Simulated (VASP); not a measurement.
# Mo in VASP: further runs

One slab, Mo, is run at these levels: PBE, PBE+D3; tasks: relaxation of the atoms.

Program: VASP 6.6.1. These are calculated values, not measurements. Logs are shortened: lines on timing, memory, paths and dates and some standing lists are left out, and cuts for length are marked.

### Step 1. The undisturbed slab

The cell holds a slab with vacuum, 5 atoms: a = 2.850 Å, b = 2.850 Å, c = 24.307 Å, α = 90.00°, β = 90.00°, γ = 120.00°.

The slab is cut from a database's or a generator's crystal, which needn't be the stable form of the element.

### Step 2. Relaxation of the atoms, PBE (the (1 1 1) slab of Mo, cut from the database cell, not relaxed)

INCAR

```
SYSTEM = Mo
  PREC = Accurate
  ENCUT = 520
  EDIFF = 1E-6
  ISMEAR = 0
  SIGMA = 0.05
  LREAL = .False.
  LASPH = .True.
  NELM = 100
  ALGO = Normal
  ISIF = 2
  LWAVE = .False.
  LCHARG = .False.
  LDIPOL = .True.
  IDIPOL = 3
  DIPOL = 0.5 0.5 0.500
  GGA = PE
  IBRION = 2
  NSW = 60
  EDIFFG = -0.02
```

KPOINTS

```
regular mesh
0
Gamma
  11 11 1
  0 0 0
```

POSCAR

```
Mo
1.0
    2.8496403282      0.0000000000      0.0000000000
   -1.4248201641      2.4678609159      0.0000000000
    0.0000000000      0.0000000000     24.3068863393
Mo
5
Selective dynamics
Direct
    0.6666666667      0.3333333333      0.3085545345  F F F
    0.3333333333      0.6666666667      0.4042772673  F F F
    0.0000000000      0.0000000000      0.5000000000  T T T
    0.6666666667      0.3333333333      0.5957227327  T T T
    0.3333333333      0.6666666667      0.6914454655  T T T
```

Potentials or basis: VASP PAW PBE potentials, release 64 (Mo_sv).

Run with:

```sh
$ cat potpaw_PBE.64/Mo_sv/POTCAR > POTCAR
$ mpirun -np 1 vasp_std > vasp.out
```

OUTCAR:

```text
SYSTEM = Mo
   PREC = Accurate
   ENCUT = 520
   EDIFF = 1E-6
   ISMEAR = 0
   LREAL = .False.
   LASPH = .True.
   NELM = 100
   ISIF = 2
   GGA = PE
   IBRION = 2
   NSW = 60
   EDIFFG = -0.02

 ion  position               nearest neighbor table
   1  0.667  0.333  0.309-   2 2.85   2 2.85   2 2.85
   2  0.333  0.667  0.404-   3 2.85   3 2.85   3 2.85   1 2.85   1 2.85   1 2.85
   3  0.000  0.000  0.500-   2 2.85   4 2.85   4 2.85   2 2.85   4 2.85   2 2.85
   4  0.667  0.333  0.596-   3 2.85   3 2.85   3 2.85   5 2.85   5 2.85   5 2.85
   5  0.333  0.667  0.691-   4 2.85   4 2.85   4 2.85

  LATTYP: Found a hexagonal cell.
 ALAT       =     2.8496403282
 C/A-ratio  =     8.5298085161

  Lattice vectors:

 A1 = (   2.8496403282,   0.0000000000,   0.0000000000)
 A2 = (  -1.4248201641,   2.4678609159,   0.0000000000)
 A3 = (   0.0000000000,   0.0000000000,  24.3068863393)

Analysis of symmetry for initial positions (statically):
=====================================================================
 Subroutine PRICEL returns:
 Original cell was already a primitive cell.

 Routine SETGRP: Setting up the symmetry group for a
 hexagonal supercell.

 Subroutine GETGRP returns: Found 12 space group operations
 (whereof 12 operations were pure point group operations)
 out of a pool of 24 trial point group operations.

The static configuration has the point symmetry D_3d.

Analysis of symmetry for dynamics (positions and initial velocities):
=====================================================================
 Subroutine PRICEL returns:
 Original cell was already a primitive cell.

 Routine SETGRP: Setting up the symmetry group for a
 hexagonal supercell.

 Subroutine GETGRP returns: Found 12 space group operations
 (whereof 12 operations were pure point group operations)
 out of a pool of 24 trial point group operations.

The dynamic configuration has the point symmetry D_3d.

Analysis of constrained symmetry for selective dynamics:
=====================================================================
 Subroutine PRICEL returns:
 Original cell was already a primitive cell.

 Routine SETGRP: Setting up the symmetry group for a
 hexagonal supercell.

 Subroutine GETGRP returns: Found  6 space group operations
 (whereof  6 operations were pure point group operations)
 out of a pool of 24 trial point group operations.

The constrained configuration has the point symmetry C_3v.

 Subroutine INISYM returns: Found  6 space group operations
 (whereof  6 operations are pure point group operations),
 and found     1 'primitive' translations

----------------------------------------------------------------------------------------

                                     Primitive cell

  volume of cell :     170.9386

  direct lattice vectors                    reciprocal lattice vectors
     2.849640328  0.000000000  0.000000000     0.350921479  0.202604611  0.000000000
    -1.424820164  2.467860916  0.000000000     0.000000000  0.405209221  0.000000000
     0.000000000  0.000000000 24.306886339     0.000000000  0.000000000  0.041140605

  length of vectors
     2.849640328  2.849640328 24.306886339     0.405209221  0.405209221  0.041140605

  position of ions in fractional coordinates (direct lattice)
     0.666666667  0.333333333  0.308554534
     0.333333333  0.666666667  0.404277267
     0.000000000  0.000000000  0.500000000
     0.666666667  0.333333333  0.595722733
     0.333333333  0.666666667  0.691445466

  ion indices of the primitive-cell ions
   primitive index   ion index
                 1           1
                 2           2
                 3           3
                 4           4
[... 45 lines left out ...]
  0.363636  0.272727  0.000000      6.000000
   k-points           NKPTS =     16   k-points in BZ     NKDIM =     16   number of bands    NBANDS=     42
   number of dos      NEDOS =    301   number of ions     NIONS =      5
   total plane-waves  NPLWV = 110592
   dimension x,y,z NGX =    24 NGY =   24 NGZ =  192
   dimension x,y,z NGXF=    48 NGYF=   48 NGZF=  384
   ions per type =               5
   NGX,Y,Z   is equivalent  to a cutoff of  14.00, 14.00, 13.13 a.u.
   NGXF,Y,Z  is equivalent  to a cutoff of  28.00, 28.00, 26.26 a.u.
 SYSTEM =  Mo
   PREC   = accura    normal or accurate (medium, high low for compatibility)
   ISTART =      0    job   : 0-new  1-cont  2-samecut
   ICHARG =      2    charge: 1-file 2-atom 10-const
   ISPIN  =      1    spin polarized calculation?
   LNONCOLLINEAR =      F non collinear calculations
   LSORBIT =      F    spin-orbit coupling
   LASPH  =      T    aspherical Exc in radial PAW
   ENCUT  =  520.0 eV  38.22 Ry    6.18 a.u.   5.30  5.30 45.19*2*pi/ulx,y,z
   NELM   =    100;   NELMIN=  2; NELMDL= -5     # of ELM steps
   EDIFF  = 0.1E-05   stopping-criterion for ELM
   LREAL  =      F    real-space projection
   EDIFFG = -.2E-01   stopping-criterion for IOM
   NSW    =     60    number of steps for IOM
   IBRION =      2    ionic relax: 0-MD 1-quasi-New 2-CG
   NFREE  =      1    steps in history (QN), initial steepest desc. (CG)
   ISIF   =      2    stress and relaxation
   ISYM   =      2    0-nonsym 1-usesym 2-fastsym
   POTIM  = 0.5000    time-step for ionic-motion
   TEBEG  =    0.0;   TEEND  =   0.0 temperature during run
   PSTRESS=    0.0 pullay stress
   NELECT =      70.0000    total number of electrons
   NUPDOWN=      -1.0000    fix difference up-down
   EMIN   =  10.00;   EMAX   =-10.00  energy-range for DOS
   EFERMI =   0.00;   METHOD = LEGACY
   ISMEAR =     0;   SIGMA  =   0.05  broadening in eV -4-tet -1-fermi 0-gaus
   EFERMI_NEDOS =   21; number of points for ismear=-14 and -15
   IALGO  =     38    algorithm
   IMIX   =      4    mixing-type and parameters
     AMIX     =   0.40;   BMIX     =  1.00
     AMIX_MAG =   1.60;   BMIX_MAG =  1.00
  volume/ion in A,a.u.               =      34.19       230.71
  Fermi-wavevector in a.u.,A,eV,Ry     =   1.215703  2.297346 20.108510  1.477934
  Thomas-Fermi vector in A             =   2.351081
   LORBIT       =      0    0 simple, 1 ext, 2 COOP (PROOUT), +10 PAW based schemes
   GGA     = PE    functional components
   LHFCALC =     F    Hartree Fock is set to
   AEXX    =    0.0000 exact exchange contribution
   IVDW    =     0    specifies the selected vdW correction
   LEPSILON=     F    determine dielectric tensor
   LRPA    =     F    only Hartree local field effects (RPA)
 conjugate gradient relaxation of ions
 non-spin polarized calculation
 Gauss-broadening in eV      SIGMA  =   0.05
  energy-cutoff  :      520.00
  volume of cell :      170.94
 maximum number of plane-waves:      4635
 NGX is ok and might be reduce to    24
   NGX = 11   NGY = 11   NGZ = 91

--------------------------------------- Ionic step        1  -------------------------------------------

 number of electron      70.0000002 magnetization

 Free energy of the ion-electron system (eV)
  ---------------------------------------------------
  ext. energy  EPLUGINS =         0.00000000
  ---------------------------------------------------
  free energy    TOTEN  =       -50.48681083 eV

  energy without entropy =      -50.48007084  energy(sigma->0) =      -50.48344083

------------------------ aborting loop because EDIFF is reached ----------------------------------------

  FORCE on cell =-STRESS in cart. coord.  units (eV):
  Direction    XX          YY          ZZ          XY          YZ          ZX
  --------------------------------------------------------------------------------------
  -------------------------------------------------------------------------------------
  Total       -7.4321076     -7.4321076     -1.8162734     -0.0000000      0.0000000      0.0000000
  in kB      -69.6598465    -69.6598465    -17.0236130     -0.0000000      0.0000000      0.0000000
  external PRESSURE =     -52.1144354 kB  Pullay stress =       0.0000000 kB
[... 67 lines left out ...]
 number of electron      70.0000003 magnetization

------------------------ aborting loop because EDIFF is reached ----------------------------------------

 vacuum level on the upper side and lower side of the slab       (xc-potential included)        -0.015        -0.004

  FORCE on cell =-STRESS in cart. coord.  units (eV):
  Direction    XX          YY          ZZ          XY          YZ          ZX
  --------------------------------------------------------------------------------------
  -------------------------------------------------------------------------------------
  Total       -7.2122234     -7.2122234     -1.4015851     -0.0000000      0.0000000      0.0000000
  in kB      -67.5989105    -67.5989105    -13.1368125     -0.0000000      0.0000000      0.0000000
  external PRESSURE =     -49.4448778 kB  Pullay stress =       0.0000000 kB
[... 215 lines left out ...]
  FREE ENERGIE OF THE ION-ELECTRON SYSTEM (eV)
  ---------------------------------------------------
  free  energy   TOTEN  =       -50.4980601960 eV

  energy  without entropy=      -50.4890547413  energy(sigma->0) =      -50.49355747

 dipolmoment           0.000000      0.000000      0.002530 electrons x Angstroem

--------------------------------------- Ionic step        9  -------------------------------------------

 number of electron      70.0000000 magnetization

 dipolmoment           0.000000      0.000000     -0.001423 electrons x Angstroem

 Free energy of the ion-electron system (eV)
  ---------------------------------------------------
  ext. energy  EPLUGINS =         0.00000000
  ---------------------------------------------------
  free energy    TOTEN  =       -50.49896087 eV

  energy without entropy =      -50.48869711  energy(sigma->0) =      -50.49382899

 E-fermi :   3.1467     XC(G=0):  -7.0606

 val. band max:        3.1412275391   @ k =   0.4545  -0.0000   0.0000
 cond. band min:       3.1831257198   @ k =   0.1818   0.0909   0.0000
 fundamental gap:      0.0418981807
 Fermi energy:         3.1466576379

 k-point     1 :       0.0000    0.0000    0.0000
  band No.  band energies     occupation
      1     -57.5723      2.00000
      2     -57.5512      2.00000
      3     -57.4782      2.00000
      4     -57.4406      2.00000
      5     -57.3166      2.00000
      6     -32.1312      2.00000
[... 709 lines left out ...]
     41       5.5957      0.00000
     42       5.6344      0.00000

------------------------ aborting loop because EDIFF is reached ----------------------------------------

 vacuum level on the upper side and lower side of the slab       (xc-potential included)        -0.029         0.006

  FORCE on cell =-STRESS in cart. coord.  units (eV):
  Direction    XX          YY          ZZ          XY          YZ          ZX
  --------------------------------------------------------------------------------------
  -------------------------------------------------------------------------------------
  Total       -6.3775423     -6.3775423     -0.3860920      0.0000000      0.0000000      0.0000000
  in kB      -59.7755900    -59.7755900     -3.6187729      0.0000000      0.0000000      0.0000000
  external PRESSURE =     -41.0566509 kB  Pullay stress =       0.0000000 kB
[... 20 lines left out ...]
  FREE ENERGIE OF THE ION-ELECTRON SYSTEM (eV)
  ---------------------------------------------------
  free  energy   TOTEN  =       -50.4989608689 eV

  energy  without entropy=      -50.4886971076  energy(sigma->0) =      -50.49382899

 reached required accuracy - stopping structural energy minimisation

 vacuum level on the upper side and lower side of the slab         7.759         7.793
```

Wall time 12 min (1 thread of Intel Xeon 6975P-C (Granite Rapids), shared host); peak memory 0.36 GiB.

What came out:

```
Free energy               : -50.4990 eV
Energy gained by relaxing : 2.4 meV/atom
Ionic steps               : 9
Band gap on the k mesh    : none (metal or under the smearing width)
```

The path:
| step | energy change (eV) | largest force (eV/Å) | pressure (GPa) |
| --- | --- | --- | --- |
| 1 | 0.0000 | 0.1430 | -5.21 |
| 2 | -0.0014 | 0.1383 | -5.15 |
| 3 | -0.0047 | 0.1227 | -4.94 |
| 4 | -0.0074 | 0.2334 | -4.54 |
| 5 | -0.0086 | 0.1861 | -4.47 |
| 6 | -0.0102 | 0.0996 | -4.30 |
| 7 | -0.0103 | 0.1410 | -4.24 |
| 8 | -0.0112 | 0.1081 | -4.20 |
| 9 | -0.0122 | 0.1246 | -4.11 |

Final structure:
```
Mo
1.0
     2.84964    0.00000    0.00000
    -1.42482    2.46786    0.00000
     0.00000    0.00000   24.30689
Mo
5
Direct
  0.66667 0.33333 0.30855
  0.33333 0.66667 0.40428
  0.00000 0.00000 0.49820
  0.66667 0.33333 0.59203
  0.33333 0.66667 0.68684
```

Levels at points of the mesh, in eV from the Fermi level:
```tsv
k point	band 32	band 33	band 34	band 35	band 36	band 37	band 38	band 39	band 40	band 41
(0.00, 0.00, 0.00)	-0.59	-0.51	-0.51	-0.47	-0.24	-0.24	-0.18	-0.18	0.51	1.35
```

### Step 3. Relaxation of the atoms, PBE+D3 (the (1 1 1) slab of Mo, cut from the database cell, not relaxed)

INCAR

```
SYSTEM = Mo
PREC = Accurate ; ENCUT = 520
EDIFF = 1E-6 ; ISMEAR = 0
SIGMA = 0.05 ; LREAL = .False.
LASPH = .True. ; NELM = 100
ALGO = Normal ; ISIF = 2
LWAVE = .False. ; LCHARG = .False.
LDIPOL = .True. ; IDIPOL = 3
DIPOL = 0.5 0.5 0.500 ; GGA = PE
IVDW = 11 ; IBRION = 2
NSW = 40 ; EDIFFG = -0.02
```

KPOINTS is that of step 2.

POSCAR is that of step 2.

Potentials or basis: VASP PAW PBE potentials, release 64 (Mo_sv).

Run with:

```sh
$ cat potpaw_PBE.64/Mo_sv/POTCAR > POTCAR
$ mpirun -np 1 vasp_std > vasp.out
```

OUTCAR:

```text
SYSTEM = Mo
   PREC = Accurate
   ENCUT = 520
   EDIFF = 1E-6
   ISMEAR = 0
   LREAL = .False.
   LASPH = .True.
   NELM = 100
   ISIF = 2
   GGA = PE
   IVDW = 11
   IBRION = 2
   NSW = 40
   EDIFFG = -0.02
 IVDW          = 11

 ion  position               nearest neighbor table
   1  0.667  0.333  0.309-   2 2.85   2 2.85   2 2.85
   2  0.333  0.667  0.404-   3 2.85   3 2.85   3 2.85   1 2.85   1 2.85   1 2.85
   3  0.000  0.000  0.500-   2 2.85   4 2.85   4 2.85   2 2.85   4 2.85   2 2.85
   4  0.667  0.333  0.596-   3 2.85   3 2.85   3 2.85   5 2.85   5 2.85   5 2.85
   5  0.333  0.667  0.691-   4 2.85   4 2.85   4 2.85

  LATTYP: Found a hexagonal cell.
[... 427 lines left out ...]
  free energy    TOTEN  =       -50.47990462 eV

  energy without entropy =      -50.47118798  energy(sigma->0) =      -50.47554630

 E-fermi :   3.1125     XC(G=0):  -6.9930

 val. band max:        3.0965602500   @ k =   0.1818   0.1818   0.0000
 cond. band min:       3.1216156879   @ k =   0.2727  -0.0000   0.0000
 fundamental gap:      0.0250554379
 Fermi energy:         3.1125280881

 k-point     1 :       0.0000    0.0000    0.0000
  band No.  band energies     occupation
      1     -57.6420      2.00000
      2     -57.5960      2.00000
      3     -57.5373      2.00000
      4     -57.4672      2.00000
      5     -57.3148      2.00000
      6     -32.3208      2.00000
[... 709 lines left out ...]
     41       5.5884      0.00000
     42       5.7030      0.00000

------------------------ aborting loop because EDIFF is reached ----------------------------------------

 vacuum level on the upper side and lower side of the slab       (xc-potential included)        -0.142        -0.091

 Edisp (eV)   -1.98250

 E8    (eV) :    -1.2508

  FORCE on cell =-STRESS in cart. coord.  units (eV):
  Direction    XX          YY          ZZ          XY          YZ          ZX
  --------------------------------------------------------------------------------------
  -------------------------------------------------------------------------------------
  Total      -4.59898    -4.59898    -0.74951     0.00000     0.00000    -0.00000
  in kB     -43.10546   -43.10546    -7.02501     0.00000     0.00000    -0.00000
  external pressure =      -31.08 kB  Pullay stress =        0.00 kB
[... 20 lines left out ...]
  FREE ENERGIE OF THE ION-ELECTRON SYSTEM (eV)
  ---------------------------------------------------
  free  energy   TOTEN  =       -52.4624048263 eV

  energy  without entropy=      -52.4536881884  energy(sigma->0) =      -52.45804651

 reached required accuracy - stopping structural energy minimisation

 vacuum level on the upper side and lower side of the slab         7.682         7.737
```

CONTCAR:

```text
Mo
   1.00000000000000
     2.8496403282000000    0.0000000000000000    0.0000000000000000
    -1.4248201641000000    2.4678609158999998    0.0000000000000000
     0.0000000000000000    0.0000000000000000   24.3068863393000001
  Mo
     5
Selective dynamics
Direct
     0.6666666667000030    0.3333333332999970    0.3085545344999971   F   F   F
     0.3333333332999970    0.6666666667000030    0.4042772673000030   F   F   F
     0.0000000000000000    0.0000000000000000    0.4940857591888851   T   T   T
     0.6666666667000030    0.3333333332999970    0.5827592570237677   T   T   T
     0.3333333332999970    0.6666666667000030    0.6753542428462436   T   T   T

  0.00000000E+00  0.00000000E+00  0.00000000E+00
  0.00000000E+00  0.00000000E+00  0.00000000E+00
  0.00000000E+00  0.00000000E+00  0.00000000E+00
  0.00000000E+00  0.00000000E+00  0.00000000E+00
  0.00000000E+00  0.00000000E+00  0.00000000E+00
```

It took 16 min on 1 thread of Intel Xeon 6975P-C (Granite Rapids), shared host; peak memory 0.39 GiB.

Results:

| Property | Result |
| --- | --- |
| Free energy | -52.4624 eV |
| Energy gained by relaxing | 15.9 meV/atom |
| Ionic steps | 14 |
| Band gap on the k mesh | none (metal or under the smearing width) |
| Dispersion energy per atom | -0.396 eV |

The path:
| step | energy change (eV) | largest force (eV/Å) | pressure (GPa) |
| --- | --- | --- | --- |
| 1 | 0.0000 | 0.2629 | -7.23 |
| 2 | -0.0051 | 0.2542 | -7.11 |
| 3 | -0.0170 | 0.2286 | -6.75 |
| 4 | -0.0272 | 0.4908 | -5.97 |
| 5 | -0.0312 | 0.4380 | -5.86 |
| 6 | -0.0405 | 0.2740 | -5.52 |
| 7 | -0.0473 | 0.4691 | -4.81 |
| 8 | -0.0519 | 0.4631 | -4.61 |
| 9 | -0.0645 | 0.4340 | -4.01 |
| 10 | -0.0731 | 0.5010 | -2.67 |
| 11 | -0.0739 | 0.3937 | -3.04 |
| 12 | -0.0794 | 0.3136 | -3.10 |
| 13 | -0.0794 | 0.3138 | -3.10 |
| 14 | -0.0794 | 0.3143 | -3.11 |

Final structure:
```yaml
crystal:
  lattice:
    - [2.84964, 0.00000, 0.00000]
    - [-1.42482, 2.46786, 0.00000]
    - [0.00000, 0.00000, 24.30689]
  atoms:
    - { symbol: Mo, position: [0.66667, 0.33333, 0.30855] }
    - { symbol: Mo, position: [0.33333, 0.66667, 0.40428] }
    - { symbol: Mo, position: [0.00000, 0.00000, 0.49409] }
    - { symbol: Mo, position: [0.66667, 0.33333, 0.58276] }
    - { symbol: Mo, position: [0.33333, 0.66667, 0.67535] }
```
